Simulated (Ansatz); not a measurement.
**Al$_{2}$Cu: how the energy converges with the cutoff**

Al$_{2}$Cu, P4/mmm, a = 4.105 Å, c = 2.891 Å. The structure is a Materials Project entry; whether it is the stable form wasn't checked. Ansatz: PBEsol, PAW, cutoff varied, Γ-centred 10×10×14 mesh on 3 atoms, Gaussian smearing 0.10 eV; no spin polarisation. Single points at one geometry, the cutoff alone changed; ΔE is the energy at zero smearing over the run at 850 eV (runs within 0.3 meV/atom of it are left out). The runs up to 380 eV lie under the cutoff recommended for these PAW datasets.

| cutoff (eV) | ΔE (meV/atom) |
| --- | --- |
| 150 | ? |
| 200 | 5330.27 |
| 250 | 934.59 |
| 300 | 122.59 |
| 350 | 11.17 |
| 380 | 3.33 |
| 420 | 1.16 |
| 460 | 0.64 |

Task: Assume ΔE falls exponentially with the cutoff, fit y = ln ΔE against x, the cutoff in eV, to the other rows, and predict the missing value.

Result: y = 8.581, 6.840, 4.809, 2.413, 1.203, 0.148, -0.446. Means x = 337.1, y = 3.3640; Σ(Δx)² = 51743, ΣΔxΔy = -1911; the slope is their ratio. y = 15.82 − 0.03694 x, a factor of ten per 62 eV. At 150 eV this gives ΔE = 29114.74 meV/atom. The run gave 29522.70, a ratio of 0.99. Between neighbouring rows the decay runs from a factor of ten per 48 eV to one per 155 eV, so one exponential is only a rough guide. The fast fall gives way to a slow tail, so a fit to low cutoffs promises convergence too early.